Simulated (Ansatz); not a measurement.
# CoPtO2: properties at the relaxed cell

One table from this session's results is given with a row withheld; the runs are named, their logs left out.

Computed with Ansatz 0.2.0 (DFT PBEsol, scalar-relativistic, plane waves, PAW, unless a step's input says otherwise).

1 further run of the same task is left out (set aside as unsound or not needed).

## The structure to begin with

It takes space group R-3m (No. 166, trigonal). The conventional cell has a = 2.810 Å, b = 2.810 Å, c = 17.697 Å, α = 90.00°, β = 90.00°, γ = 120.00°. Around Co (site symmetry -3m) lie 6 O at 1.89 Å. Around Pt (site symmetry -3m) lie 2 O at 1.99 Å. Around O (site symmetry 3m) lie 3 Co at 1.89 Å and 1 Pt at 1.99 Å.

Coordinates:

```
CELL_PARAMETERS angstrom
1.40509 0.81123 5.89887
-1.40509 0.81123 5.89887
0.00000 -1.62246 5.89887
ATOMIC_POSITIONS crystal
Co 0.50000 0.50000 0.50000
Pt 0.00000 0.00000 0.00000
O 0.88776 0.88776 0.88776
O 0.11224 0.11224 0.11224
```

It goes back to an entry of the Materials Project.

This cell was relaxed beforehand with the same method: volume 10.09 Å³/atom, gap on the mesh none (metal).

Set-up of the first run:

The input, input.yaml:

```yaml
crystal:
  lattice:
    - [1.4050915611, 0.8112299911, 5.8988731694]
    - [-1.4050915611, 0.8112299911, 5.8988731694]
    - [0.0, -1.6224599821, 5.8988731694]
  atoms:
    - { symbol: Co, position: [0.5, 0.5, 0.5] }
    - { symbol: Pt, position: [0.0, 0.0, 0.0] }
    - { symbol: O, position: [0.8877632707, 0.8877632707, 0.8877632707] }
    - { symbol: O, position: [0.1122367293, 0.1122367293, 0.1122367293] }
basis:
  ecutwfc: 420
kpoints:
  mp_grid: { grid: [18, 18, 18] }
  band_path:
    path:
      - [[0.0, 0.0, 0.0], [0.5, 0.5, 0.5], [0.82072497, 0.17927503, 0.5]]
      - [[0.5, -0.17927503, 0.17927503], [0.5, 0.0, 0.0], [0.0, 0.0, 0.0], [0.33963751, -0.33963751, 0.0]]
      - [[0.66036249, 0.0, 0.33963751], [0.5, 0.0, 0.5], [0.0, 0.0, 0.0]]
    npoints: 14
hamiltonian:
  xc: pbesol
scf:
  occupations: { method: gaussian, width: 0.1 }
  n_extra_bands: 10
output:
  forces: true
  stress: true
  eigenvalues: true
  populations: true
  dos: { projected: true, de: 0.02, nscf_kmesh: { grid: [27, 27, 27] } }
  bader: true
  write_density: true
  write_potential: true
  elf: true
  volumetric_format: npy
```

The run is started by

```
> ansatz run input.yaml --threads 1 --pin off --max-ram 2560MiB --backend cpu --events-out ev --progress --plain --runs-dir out
```

Among the steps run: Electronic structure at the relaxed geometry; Point at V/V0 = 0.97; The cell scaled to 1.03 of its volume; Volume × 0.94; The cell scaled to 1.06 of its volume.

One table of the session follows, with a row left open; its other results are not shown here.

| volume (Å³/atom) | energy above the lowest point (meV/atom) | pressure (GPa) |
| --- | --- | --- |
| 9.481 | 33.1 | 18.66 |
| 9.783 | 7.8 | 8.51 |
| 10.086 | 0.0 | -0.01 |
| 10.388 | ? | ? |
| 10.691 | 26.4 | -13.15 |

Q: Estimate the row for volume (Å³/atom) = 10.388 from the others.

Worked estimate for «energy above the lowest point (meV/atom)». A straight line through the neighbours (10.086, 0.0) and (10.691, 26.4) gives 0.0 + (26.4 − 0.0) × (10.388 − 10.086) / (10.691 − 10.086) = 13.2; a parabola fitted to 3 rows on both sides gives 6.2.

As computed: energy above the lowest point (meV/atom): 7.0; pressure (GPa): -7.17. In «energy above the lowest point (meV/atom)» the line misses by +6.2 and the parabola by -0.8.

To keep in mind: Spin-orbit coupling is left out, which matters for the bands of Pt. The final runs have no spin polarisation, so no magnetic state was tried and one may lie lower.
